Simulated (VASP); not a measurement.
# ZnO (P6_3mc) in VASP: single point with PBE

Aim: the single point of ZnO with PBE.

Program: VASP 6.6.1. These are calculated values, not measurements. Logs are shortened: lines on timing, memory, paths and dates and some standing lists are left out, and cuts for length are marked.

**Measured values to compare with.**

From “Electronic structure of alkaline earth and post-transition metal oxides”, 2009, arxiv:0908.1581, for a bulk crystal of ZnO: band gap 3.37 eV.

The runs below are set against these values where they give the same quantity.

## 1. Starting point

It takes space group P6_3mc (No. 186, hexagonal). Conventional cell: a = 3.249 Å, b = 3.249 Å, c = 5.204 Å, α = 90.00°, β = 90.00°, γ = 120.00°. Around Zn (site symmetry 3m) lie 4 O at 1.97 to 1.99 Å. O (site symmetry 3m) is surrounded by 4 Zn at 1.97 to 1.99 Å.

## 2. Single point, PBE

File INCAR:

```
ALGO     = Normal         # electronic algorithm
EDIFF    = 1E-6           # SCF threshold, eV
ENCUT    = 520            # plane-wave cutoff, eV
GGA      = PE             # functional
ISIF     = 2              # what is computed and relaxed
ISMEAR   = 0              # smearing method
LASPH    = True           # aspherical terms in the spheres
LCHARG   = False          # write CHGCAR
LREAL    = False          # projectors in reciprocal space
LWAVE    = False          # write WAVECAR
NBANDS   = 26             # bands
NELM     = 100            # most SCF steps
PREC     = Accurate       # precision mode
SIGMA    = 0.1            # smearing width, eV
```

File KPOINTS:

```
k-points
0
Gamma
  6 6 4
```

File POSCAR:

```
ZnO
1.0
    3.2493987239      0.0000000000      0.0000000000
   -1.6246993619      2.8140618419      0.0000000000
    0.0000000000      0.0000000000      5.2038000000
Zn O
2 2
Direct
    0.3333333333      0.6666666667      0.0000000000
    0.6666666667      0.3333333333      0.5000000000
    0.3333333333      0.6666666667      0.3821000000
    0.6666666667      0.3333333333      0.8821000000
```

Potentials or basis: VASP PAW PBE potentials, release 64 (Zn, O).

Launch:

```sh
cat potpaw_PBE.64/Zn/POTCAR potpaw_PBE.64/O/POTCAR > POTCAR
mpirun -np 1 vasp_std > vasp.out
```

OUTCAR:

```text
EDIFF = 1E-6
   ENCUT = 520
   GGA = PE
   ISIF = 2
   ISMEAR = 0
   LASPH = True
   LREAL = False
   NELM = 100
   PREC = Accurate

 ion  position               nearest neighbor table
   1  0.333  0.667  0.000-   4 1.97   4 1.97   4 1.97   3 1.99
   2  0.667  0.333  0.500-   3 1.97   3 1.97   3 1.97   4 1.99
   3  0.333  0.667  0.382-   2 1.97   2 1.97   2 1.97   1 1.99
   4  0.667  0.333  0.882-   1 1.97   1 1.97   1 1.97   2 1.99

  LATTYP: Found a hexagonal cell.
 ALAT       =     3.2493987239
 C/A-ratio  =     1.6014655148

  Lattice vectors:

 A1 = (   3.2493987239,   0.0000000000,   0.0000000000)
 A2 = (  -1.6246993619,   2.8140618419,   0.0000000000)
 A3 = (   0.0000000000,   0.0000000000,   5.2038000000)

Analysis of symmetry for initial positions (statically):
=====================================================================
 Subroutine PRICEL returns:
 Original cell was already a primitive cell.

 Routine SETGRP: Setting up the symmetry group for a
 hexagonal supercell.

 Subroutine GETGRP returns: Found 12 space group operations
 (whereof  6 operations were pure point group operations)
 out of a pool of 24 trial point group operations.

The static configuration has the point symmetry C_3v.
 The point group associated with its full space group is C_6v.

Analysis of symmetry for dynamics (positions and initial velocities):
=====================================================================
 Subroutine PRICEL returns:
 Original cell was already a primitive cell.

 Routine SETGRP: Setting up the symmetry group for a
 hexagonal supercell.

 Subroutine GETGRP returns: Found 12 space group operations
 (whereof  6 operations were pure point group operations)
 out of a pool of 24 trial point group operations.

The dynamic configuration has the point symmetry C_3v.
 The point group associated with its full space group is C_6v.

 Subroutine INISYM returns: Found 12 space group operations
 (whereof  6 operations are pure point group operations),
 and found     1 'primitive' translations

----------------------------------------------------------------------------------------

                                     Primitive cell

  volume of cell :      47.5836

  direct lattice vectors                    reciprocal lattice vectors
     3.249398724  0.000000000  0.000000000     0.307749244  0.177679109  0.000000000
    -1.624699362  2.814061842  0.000000000     0.000000000  0.355358217  0.000000000
     0.000000000  0.000000000  5.203800000     0.000000000  0.000000000  0.192167262

  length of vectors
     3.249398724  3.249398724  5.203800000     0.355358217  0.355358217  0.192167262

  position of ions in fractional coordinates (direct lattice)
     0.333333333  0.666666667  0.000000000
     0.666666667  0.333333333  0.500000000
     0.333333333  0.666666667  0.382100000
     0.666666667  0.333333333  0.882100000

  ion indices of the primitive-cell ions
   primitive index   ion index
                 1           1
                 2           2
                 3           3
                 4           4

----------------------------------------------------------------------------------------

 KPOINTS: k-points

Automatic generation of k-mesh.
 Grid dimensions read from file:
 generate k-points for:    6    6    4

 Generating k-lattice:

  Cartesian coordinates                     Fractional coordinates (reciprocal lattice)
     0.051291541  0.029613185  0.000000000     0.166666667  0.000000000  0.000000000
     0.000000000  0.059226370  0.000000000     0.000000000  0.166666667  0.000000000
     0.000000000  0.000000000  0.048041816     0.000000000  0.000000000  0.250000000

  Length of vectors
     0.059226370  0.059226370  0.048041816

  Shift w.r.t. Gamma in fractional coordinates (k-lattice)
     0.000000000  0.000000000  0.000000000

 Subroutine IBZKPT returns following result:
 ===========================================

 Found     21 irreducible k-points:

 Following reciprocal coordinates:
            Coordinates               Weight
  0.000000  0.000000  0.000000      1.000000
  0.166667  0.000000  0.000000      6.000000
  0.333333  0.000000  0.000000      6.000000
  0.500000  0.000000  0.000000      3.000000
  0.166667  0.166667  0.000000      6.000000
  0.333333  0.166667  0.000000     12.000000
[... 13 lines left out ...]
  0.333333  0.166667  0.500000     12.000000
  0.333333  0.333333  0.500000      2.000000
   k-points           NKPTS =     21   k-points in BZ     NKDIM =     21   number of bands    NBANDS=     26
   number of dos      NEDOS =    301   number of ions     NIONS =      4
   total plane-waves  NPLWV =  23040
   dimension x,y,z NGX =    24 NGY =   24 NGZ =   40
   dimension x,y,z NGXF=    48 NGYF=   48 NGZF=   80
   ions per type =               2   2
   NGX,Y,Z   is equivalent  to a cutoff of  12.28, 12.28, 12.78 a.u.
   NGXF,Y,Z  is equivalent  to a cutoff of  24.56, 24.56, 25.56 a.u.
 SYSTEM =  unknown system
   PREC   = accura    normal or accurate (medium, high low for compatibility)
   ISTART =      0    job   : 0-new  1-cont  2-samecut
   ICHARG =      2    charge: 1-file 2-atom 10-const
   ISPIN  =      1    spin polarized calculation?
   LNONCOLLINEAR =      F non collinear calculations
   LSORBIT =      F    spin-orbit coupling
   LASPH  =      T    aspherical Exc in radial PAW
   ENCUT  =  520.0 eV  38.22 Ry    6.18 a.u.   6.04  6.04  9.68*2*pi/ulx,y,z
   NELM   =    100;   NELMIN=  2; NELMDL= -5     # of ELM steps
   EDIFF  = 0.1E-05   stopping-criterion for ELM
   LREAL  =      F    real-space projection
   EDIFFG = 0.1E-04   stopping-criterion for IOM
   NSW    =      0    number of steps for IOM
   IBRION =     -1    ionic relax: 0-MD 1-quasi-New 2-CG
   NFREE  =      0    steps in history (QN), initial steepest desc. (CG)
   ISIF   =      2    stress and relaxation
   ISYM   =      2    0-nonsym 1-usesym 2-fastsym
   POTIM  = 0.5000    time-step for ionic-motion
   TEBEG  =    0.0;   TEEND  =   0.0 temperature during run
   PSTRESS=    0.0 pullay stress
   NELECT =      36.0000    total number of electrons
   NUPDOWN=      -1.0000    fix difference up-down
   EMIN   =  10.00;   EMAX   =-10.00  energy-range for DOS
   EFERMI =   0.00;   METHOD = LEGACY
   ISMEAR =     0;   SIGMA  =   0.10  broadening in eV -4-tet -1-fermi 0-gaus
   EFERMI_NEDOS =   21; number of points for ismear=-14 and -15
   IALGO  =     38    algorithm
   IMIX   =      4    mixing-type and parameters
     AMIX     =   0.40;   BMIX     =  1.00
     AMIX_MAG =   1.60;   BMIX_MAG =  1.00
  volume/ion in A,a.u.               =      11.90        80.28
  Fermi-wavevector in a.u.,A,eV,Ry     =   1.491729  2.818959 30.276436  2.225255
  Thomas-Fermi vector in A             =   2.604347
   LORBIT       =      0    0 simple, 1 ext, 2 COOP (PROOUT), +10 PAW based schemes
   GGA     = PE    functional components
   LHFCALC =     F    Hartree Fock is set to
   AEXX    =    0.0000 exact exchange contribution
   IVDW    =     0    specifies the selected vdW correction
   LEPSILON=     F    determine dielectric tensor
   LRPA    =     F    only Hartree local field effects (RPA)
 non-spin polarized calculation
 Gauss-broadening in eV      SIGMA  =   0.10
  energy-cutoff  :      520.00
  volume of cell :       47.58
 maximum number of plane-waves:      1302
   NGX = 13   NGY = 13   NGZ = 19

 number of electron      36.0000016 magnetization

 Free energy of the ion-electron system (eV)
  ---------------------------------------------------
  ext. energy  EPLUGINS =         0.00000000
  ---------------------------------------------------
  free energy    TOTEN  =       -17.82010841 eV

  energy without entropy =      -17.82010841  energy(sigma->0) =      -17.82010841

 E-fermi :   1.6098     XC(G=0): -10.9123

 val. band max:        1.2102197084   @ k =   0.0000   0.0000   0.0000
 cond. band min:       1.9987777039   @ k =   0.0000   0.0000   0.0000
 fundamental gap:      0.7885579955
 Fermi energy:         1.6098193453

 k-point     1 :       0.0000    0.0000    0.0000
  band No.  band energies     occupation
      1     -16.8848      2.00000
      2     -16.1552      2.00000
      3      -4.4984      2.00000
      4      -4.4984      2.00000
      5      -4.4115      2.00000
      6      -4.4028      2.00000
[... 18 lines left out ...]
     25      15.3189      0.00000
     26      15.3189      0.00000

 k-point     2 :       0.1667    0.0000    0.0000
  band No.  band energies     occupation
      1     -16.7388      2.00000
      2     -16.0935      2.00000
      3      -4.6478      2.00000
      4      -4.4133      2.00000
      5      -4.3738      2.00000
      6      -4.3007      2.00000
[... 18 lines left out ...]
     25      15.2833      0.00000
     26      15.5377      0.00000

 k-point     3 :       0.3333    0.0000    0.0000
  band No.  band energies     occupation
      1     -16.4097      2.00000
      2     -15.9912      2.00000
      3      -4.7991      2.00000
      4      -4.4453      2.00000
      5      -4.2727      2.00000
      6      -4.0660      2.00000
[... 18 lines left out ...]
     25      14.6513      0.00000
     26      15.2963      0.00000

 k-point     4 :       0.5000    0.0000    0.0000
  band No.  band energies     occupation
      1     -16.2004      2.00000
      2     -15.9764      2.00000
      3      -4.7184      2.00000
      4      -4.5345      2.00000
      5      -4.2252      2.00000
      6      -3.8561      2.00000
[... 18 lines left out ...]
     25      14.4635      0.00000
     26      15.4386      0.00000
[... 409 lines left out ...]
      1     -16.2537      2.00000
      2     -16.2537      2.00000
      3      -4.8273      2.00000
      4      -4.8273      2.00000
      5      -4.2705      2.00000
      6      -4.2705      2.00000
[... 18 lines left out ...]
     25      14.6715      0.00000
     26      14.6715      0.00000

 k-point    20 :       0.3333    0.1667    0.5000
  band No.  band energies     occupation
      1     -16.0812      2.00000
      2     -16.0812      2.00000
      3      -4.7661      2.00000
      4      -4.7661      2.00000
      5      -4.1342      2.00000
      6      -4.1342      2.00000
[... 18 lines left out ...]
     25      15.4215      0.00000
     26      15.4215      0.00000

 k-point    21 :       0.3333    0.3333    0.5000
  band No.  band energies     occupation
      1     -16.0245      2.00000
      2     -16.0245      2.00000
      3      -4.5157      2.00000
      4      -4.5157      2.00000
      5      -4.2709      2.00000
      6      -4.2709      2.00000
[... 18 lines left out ...]
     25      16.9534      0.00000
     26      16.9534      0.00000

------------------------ aborting loop because EDIFF is reached ----------------------------------------

  FORCE on cell =-STRESS in cart. coord.  units (eV):
  Direction    XX          YY          ZZ          XY          YZ          ZX
  --------------------------------------------------------------------------------------
  -------------------------------------------------------------------------------------
  Total        1.7691834      1.7691834      1.8390802      0.0000000      0.0000000      0.0000000
  in kB       59.5698067     59.5698067     61.9232877      0.0000000      0.0000000      0.0000000
  external PRESSURE =      60.3543003 kB  Pullay stress =       0.0000000 kB

 VOLUME and BASIS-vectors are now :
 -----------------------------------------------------------------------------
  energy-cutoff  :      520.00
  volume of cell :       47.58
      direct lattice vectors                 reciprocal lattice vectors
     3.249398724  0.000000000  0.000000000     0.307749244  0.177679109  0.000000000
    -1.624699362  2.814061842  0.000000000     0.000000000  0.355358217  0.000000000
     0.000000000  0.000000000  5.203800000     0.000000000  0.000000000  0.192167262

 POSITION                                       TOTAL-FORCE (eV/Angst)
 -----------------------------------------------------------------------------------
     -0.00000      1.87604      0.00000        -0.000000      0.000000      0.032674
      1.62470      0.93802      2.60190         0.000000     -0.000000      0.032674
     -0.00000      1.87604      1.98837        -0.000000     -0.000000     -0.032674
      1.62470      0.93802      4.59027         0.000000     -0.000000     -0.032674
 -----------------------------------------------------------------------------------
    total drift:                               -0.000000     -0.000000     -0.000094

  FREE ENERGIE OF THE ION-ELECTRON SYSTEM (eV)
  ---------------------------------------------------
  free  energy   TOTEN  =       -17.8201084093 eV

  energy  without entropy=      -17.8201084091  energy(sigma->0) =      -17.82010841
```

It took 14 s on 1 thread of Intel Xeon 6975P-C (Granite Rapids), shared host; peak memory 0.16 GiB.

What came out:

- Free energy: -17.8201 eV
- Pressure: 6.0 GPa
- Largest force: 0.033 eV/Å
- Band gap on the k mesh: 0.79 eV, direct

Forces on the atoms (eV/Å):
```
Zn   0.000  0.000  0.033
Zn   0.000  0.000  0.033
O    0.000  0.000 -0.033
O    0.000  0.000 -0.033
```

## 3. Comparison with measurements

Step 2. Measured gap of ZnO: 3.37 eV (quoted in “Electronic structure of alkaline earth and post-transition metal oxides”, 2009, arxiv:0908.1581). This calculation gives 0.79 eV (-2.58 eV). So large a miss can be the level of theory's own, or it may mean another phase, state or a wrong row. The value is that of PBE, without temperature or zero-point motion. Semilocal functionals fall short of measured gaps as a rule.
